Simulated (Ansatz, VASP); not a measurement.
**Two plane-wave programs on Sr**

```xyz
1
Lattice="1.8457 -3.5669 0.0000 1.8457 3.5669 0.0000 0.0000 0.0000 5.4359" Properties=species:S:1:pos:R:3 pbc="T T T"
Sr    0.0000    0.0000    0.0000
```

Alike in both runs: task single point; functional PBE; k mesh 6 × 6 × 4; occupations gaussian, width 0.1 eV; no spin polarisation.

|  | VASP | Ansatz |
| --- | --- | --- |
| version | VASP 6.6.1 | Ansatz 0.2.0 |
| potentials or method | VASP PAW PBE potentials, release 64 (Sr_sv) | scalar-relativistic, plane waves, PAW |
| plane-wave cutoff (eV) | 520 | 420 |
| valence electrons in the cell | 10 | 10 |

Ansatz gave:

| Property | Result |
| --- | --- |
| gap on the k mesh at the Fermi level (eV) | none |
| pressure (GPa) | 1.0 |
| largest component of the traceless stress (GPa) | 3.44 |

Problem. Which values does VASP return?

Solution. gap on the k mesh at the Fermi level (eV): none; pressure (GPa): 1.0; largest component of the traceless stress (GPa): 3.46.

A gap of «none» marks a metal or a gap that the smearing closes. The functional is the same, so the differences come from potentials, cutoffs and numerics.
